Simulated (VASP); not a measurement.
# Cs (Im-3m) in VASP: notebook

Runs on Cs. Level: PBE. Tasks: single point.

Everything below comes from runs of VASP 6.6.1. Logs are shortened: lines on timing, memory, paths and dates and some standing lists are left out, and cuts for length are marked.

## Step 1: Starting point

It takes space group Im-3m (No. 229, cubic). Conventional cell: a = 6.257 Å, b = 6.257 Å, c = 6.257 Å, α = 90.00°, β = 90.00°, γ = 90.00°.

## Step 2: Single point, PBE

File INCAR:

```
ADDGRID  = False        
ALGO     = Normal         # electronic algorithm
EDIFF    = 0.01           # SCF threshold, eV
ENCUT    = 450            # plane-wave cutoff, eV
GGA      = PE             # functional
ISIF     = 2              # what is computed and relaxed
ISMEAR   = 0              # smearing method
LASPH    = True           # aspherical terms in the spheres
LCHARG   = False          # write CHGCAR
LREAL    = False          # projectors in reciprocal space
LWAVE    = False          # write WAVECAR
NBANDS   = 10             # bands
NELM     = 100            # most SCF steps
PREC     = Accurate       # precision mode
SIGMA    = 0.15           # smearing width, eV
```

File KPOINTS:

```
k-points
0
Gamma
  6 6 6
```

File POSCAR:

```
Cs
1.0
   -3.1284650614      3.1284650614      3.1284650614
    3.1284650614     -3.1284650614      3.1284650614
    3.1284650614      3.1284650614     -3.1284650614
Cs
1
Direct
    0.0000000000      0.0000000000      0.0000000000
```

Potentials or basis: VASP PAW PBE potentials, release 64 (Cs_sv).

Started as:

```bash
cat potpaw_PBE.64/Cs_sv/POTCAR > POTCAR
mpirun -np 1 vasp_std > vasp.out
```

OUTCAR:

```text
EDIFF = 0.01
   ENCUT = 450
   GGA = PE
   ISIF = 2
   ISMEAR = 0
   LASPH = True
   LREAL = False
   NELM = 100
   PREC = Accurate

 Found     16 irreducible k-points:

 Following reciprocal coordinates:
            Coordinates               Weight
  0.000000  0.000000  0.000000      1.000000
  0.166667  0.000000  0.000000     12.000000
  0.333333  0.000000  0.000000     12.000000
  0.500000  0.000000  0.000000      6.000000
  0.166667  0.166667  0.000000     24.000000
  0.333333  0.166667  0.000000     48.000000
   k-points           NKPTS =     16   k-points in BZ     NKDIM =     16   number of bands    NBANDS=     10
   number of dos      NEDOS =    301   number of ions     NIONS =      1
   total plane-waves  NPLWV =  64000
   dimension x,y,z NGX =    40 NGY =   40 NGZ =   40
   dimension x,y,z NGXF=    80 NGYF=   80 NGZF=   80
   ions per type =               1
   NGX,Y,Z   is equivalent  to a cutoff of  12.27, 12.27, 12.27 a.u.
   NGXF,Y,Z  is equivalent  to a cutoff of  24.54, 24.54, 24.54 a.u.
 SYSTEM =  unknown system
   PREC   = accura    normal or accurate (medium, high low for compatibility)
   ISTART =      0    job   : 0-new  1-cont  2-samecut
   ICHARG =      2    charge: 1-file 2-atom 10-const
   ISPIN  =      1    spin polarized calculation?
   LNONCOLLINEAR =      F non collinear calculations
   LSORBIT =      F    spin-orbit coupling
   LASPH  =      T    aspherical Exc in radial PAW
   ENCUT  =  450.0 eV  33.07 Ry    5.75 a.u.   9.37  9.37  9.37*2*pi/ulx,y,z
   NELM   =    100;   NELMIN=  2; NELMDL= -5     # of ELM steps
   EDIFF  = 0.1E-01   stopping-criterion for ELM
   LREAL  =      F    real-space projection
   EDIFFG = 0.1E+00   stopping-criterion for IOM
   NSW    =      0    number of steps for IOM
   IBRION =     -1    ionic relax: 0-MD 1-quasi-New 2-CG
   NFREE  =      0    steps in history (QN), initial steepest desc. (CG)
   ISIF   =      2    stress and relaxation
   ISYM   =      2    0-nonsym 1-usesym 2-fastsym
   POTIM  = 0.5000    time-step for ionic-motion
   TEBEG  =    0.0;   TEEND  =   0.0 temperature during run
   PSTRESS=    0.0 pullay stress
   NELECT =       9.0000    total number of electrons
   NUPDOWN=      -1.0000    fix difference up-down
   EMIN   =  10.00;   EMAX   =-10.00  energy-range for DOS
   EFERMI =   0.00;   METHOD = LEGACY
   ISMEAR =     0;   SIGMA  =   0.15  broadening in eV -4-tet -1-fermi 0-gaus
   EFERMI_NEDOS =   21; number of points for ismear=-14 and -15
   IALGO  =     38    algorithm
   IMIX   =      4    mixing-type and parameters
     AMIX     =   0.40;   BMIX     =  1.00
     AMIX_MAG =   1.60;   BMIX_MAG =  1.00
  volume/ion in A,a.u.               =     122.48       826.51
  Fermi-wavevector in a.u.,A,eV,Ry     =   0.685706  1.295796  6.397353  0.470192
  Thomas-Fermi vector in A             =   1.765724
   LORBIT       =      0    0 simple, 1 ext, 2 COOP (PROOUT), +10 PAW based schemes
   GGA     = PE    functional components
   LHFCALC =     F    Hartree Fock is set to
   AEXX    =    0.0000 exact exchange contribution
   IVDW    =     0    specifies the selected vdW correction
   LEPSILON=     F    determine dielectric tensor
   LRPA    =     F    only Hartree local field effects (RPA)
 non-spin polarized calculation
 Gauss-broadening in eV      SIGMA  =   0.15
  energy-cutoff  :      450.00
  volume of cell :      122.48
 maximum number of plane-waves:      2718
 NGX is ok and might be reduce to    40
   NGX = 19   NGY = 19   NGZ = 19

 number of electron       8.9999999 magnetization

 Free energy of the ion-electron system (eV)
  ---------------------------------------------------
  ext. energy  EPLUGINS =         0.00000000
  ---------------------------------------------------
  free energy    TOTEN  =        -0.84860725 eV

  energy without entropy =       -0.82615649  energy(sigma->0) =       -0.83738187

 E-fermi :   0.3346     XC(G=0):  -5.2201

 val. band max:        0.2151408826   @ k =   0.1667   0.1667   0.1667
 cond. band min:       0.3562605428   @ k =   0.3333   0.1667   0.0000
 fundamental gap:      0.1411196602
 Fermi energy:         0.3346368220

 k-point     1 :       0.0000    0.0000    0.0000
  band No.  band energies     occupation
      1     -23.5085      2.00000
      2     -10.2713      2.00000
      3     -10.2713      2.00000
      4     -10.2713      2.00000
      5      -1.2829      2.00000
      6       2.7804      0.00000
      7       2.7804      0.00000
      8       2.7804      0.00000
      9       3.6018      0.00000
     10       3.6018      0.00000

 k-point     2 :       0.1667    0.0000    0.0000
  band No.  band energies     occupation
      1     -23.5072      2.00000
      2     -10.2999      2.00000
      3     -10.2808      2.00000
      4     -10.2713      2.00000
      5      -0.9994      2.00000
      6       2.4434      0.00000
      7       2.5127      0.00000
      8       3.0653      0.00000
      9       3.3881      0.00000
     10       3.5731      0.00000

 k-point     3 :       0.3333    0.0000    0.0000
  band No.  band energies     occupation
      1     -23.5047      2.00000
      2     -10.3557      2.00000
      3     -10.2996      2.00000
      4     -10.2713      2.00000
      5      -0.2594      2.00000
      6       1.6671      0.00000
      7       2.1288      0.00000
      8       3.5194      0.00000
      9       3.7038      0.00000
     10       3.8841      0.00000

 k-point     4 :       0.5000    0.0000    0.0000
  band No.  band energies     occupation
      1     -23.5035      2.00000
      2     -10.3830      2.00000
      3     -10.3089      2.00000
      4     -10.2713      2.00000
      5       0.3890      0.60809
      6       1.1542      0.00000
      7       1.9773      0.00000
      8       3.4112      0.00000
      9       4.0190      0.00000
     10       4.5461      0.00000

 k-point     5 :       0.1667    0.1667    0.0000
  band No.  band energies     occupation
      1     -23.5054      2.00000
      2     -10.3379      2.00000
      3     -10.2925      2.00000
      4     -10.2778      2.00000
      5      -0.4782      2.00000
      6       1.9443      0.00000
      7       2.1453      0.00000
      8       3.2939      0.00000
      9       3.5705      0.00000
     10       3.8642      0.00000

 k-point     6 :       0.3333    0.1667    0.0000
  band No.  band energies     occupation
      1     -23.5035      2.00000
      2     -10.3689      2.00000
      3     -10.3146      2.00000
      4     -10.2801      2.00000
      5       0.3563      0.83845
      6       1.3473      0.00000
      7       1.8528      0.00000
      8       3.3380      0.00000
      9       3.8394      0.00000
     10       4.2623      0.00000

 [... further k-points ...]
[... 5 lines left out ...]
  --------------------------------------------------------------------------------------
  -------------------------------------------------------------------------------------
  Total       -0.4300029     -0.4300029     -0.4300029      0.0000000     -0.0000000      0.0000000
  in kB       -5.6250717     -5.6250717     -5.6250717      0.0000000     -0.0000000      0.0000000
  external PRESSURE =      -5.6250717 kB  Pullay stress =       0.0000000 kB

 VOLUME and BASIS-vectors are now :
 -----------------------------------------------------------------------------
  energy-cutoff  :      450.00
  volume of cell :      122.48
      direct lattice vectors                 reciprocal lattice vectors
    -3.128465061  3.128465061  3.128465061     0.000000000  0.159822785  0.159822785
     3.128465061 -3.128465061  3.128465061     0.159822785  0.000000000  0.159822785
     3.128465061  3.128465061 -3.128465061     0.159822785  0.159822785  0.000000000

 POSITION                                       TOTAL-FORCE (eV/Angst)
 -----------------------------------------------------------------------------------
      0.00000      0.00000      0.00000        -0.000000      0.000000      0.000000
 -----------------------------------------------------------------------------------
    total drift:                               -0.000000     -0.000000     -0.000000

  FREE ENERGIE OF THE ION-ELECTRON SYSTEM (eV)
  ---------------------------------------------------
  free  energy   TOTEN  =        -0.8486072469 eV

  energy  without entropy=       -0.8261564921  energy(sigma->0) =       -0.83738187
```

It took 7.3 s on 1 thread of Intel Xeon Platinum 8375C at 2.90GHz (Ice Lake), shared host; peak memory 0.22 GiB.

The run converged, but some of its settings lie outside the range that counts as converged, so its numbers aren't taken as properties of the crystal.

Results:

```
Free energy            : -0.8486 eV
Pressure               : -0.6 GPa
Band gap on the k mesh : none (metal or under the smearing width)
```

## Step 3: Single point, PBE

INCAR: that of step 2 with these lines changed.

```diff
@@ -2,3 +2,3 @@
 ALGO     = Normal         # electronic algorithm
-EDIFF    = 0.01           # SCF threshold, eV
+EDIFF    = 0.001          # SCF threshold, eV
 ENCUT    = 450            # plane-wave cutoff, eV
```

KPOINTS is that of step 2.

POSCAR is that of step 2.

Potentials or basis: VASP PAW PBE potentials, release 64 (Cs_sv).

Started as:

```bash
cat potpaw_PBE.64/Cs_sv/POTCAR > POTCAR
mpirun -np 1 vasp_std > vasp.out
```

OUTCAR:

```text
EDIFF = 0.001
   ENCUT = 450
   GGA = PE
   ISIF = 2
   ISMEAR = 0
   LASPH = True
   LREAL = False
   NELM = 100
   PREC = Accurate

 Found     16 irreducible k-points:

 Following reciprocal coordinates:
            Coordinates               Weight
  0.000000  0.000000  0.000000      1.000000
  0.166667  0.000000  0.000000     12.000000
  0.333333  0.000000  0.000000     12.000000
  0.500000  0.000000  0.000000      6.000000
  0.166667  0.166667  0.000000     24.000000
  0.333333  0.166667  0.000000     48.000000
   k-points           NKPTS =     16   k-points in BZ     NKDIM =     16   number of bands    NBANDS=     10
[... 146 lines left out ...]
      6       1.3473      0.00000
      7       1.8528      0.00000
      8       3.3380      0.00000
      9       3.8394      0.00000
     10       4.2623      0.00000

 [... further k-points ...]
[... 5 lines left out ...]
  --------------------------------------------------------------------------------------
  -------------------------------------------------------------------------------------
  Total       -0.3953755     -0.3953755     -0.3953755      0.0000000      0.0000000     -0.0000000
  in kB       -5.1720945     -5.1720945     -5.1720945      0.0000000      0.0000000     -0.0000000
  external PRESSURE =      -5.1720945 kB  Pullay stress =       0.0000000 kB

 VOLUME and BASIS-vectors are now :
 -----------------------------------------------------------------------------
  energy-cutoff  :      450.00
  volume of cell :      122.48
      direct lattice vectors                 reciprocal lattice vectors
    -3.128465061  3.128465061  3.128465061     0.000000000  0.159822785  0.159822785
     3.128465061 -3.128465061  3.128465061     0.159822785  0.000000000  0.159822785
     3.128465061  3.128465061 -3.128465061     0.159822785  0.159822785  0.000000000

 POSITION                                       TOTAL-FORCE (eV/Angst)
 -----------------------------------------------------------------------------------
      0.00000      0.00000      0.00000        -0.000000     -0.000000     -0.000000
 -----------------------------------------------------------------------------------
    total drift:                               -0.000000      0.000000      0.000000

  FREE ENERGIE OF THE ION-ELECTRON SYSTEM (eV)
  ---------------------------------------------------
  free  energy   TOTEN  =        -0.8486183952 eV

  energy  without entropy=       -0.8261676163  energy(sigma->0) =       -0.83739301
```

Run time: 5.9 s. Hardware: 1 thread of Intel Xeon Platinum 8375C at 2.90GHz (Ice Lake), shared host; peak memory 0.22 GiB.

These settings aren't checked as converged: the numbers below hold their error.

Results:

```
Free energy            : -0.8486 eV
Pressure               : -0.5 GPa
Band gap on the k mesh : none (metal or under the smearing width)
```

## Step 4: For comparison

An earlier run on the cell as given: functional PBE; potentials or basis VASP PAW PBE potentials, release 64 (Cs_sv); cutoff 520 eV; k mesh 6 × 6 × 6; occupations fermi-dirac, width 0.05 eV; no spin polarisation.

- Pressure: -0.1 GPa
- Band gap on the k mesh: none (metal or under the smearing width)
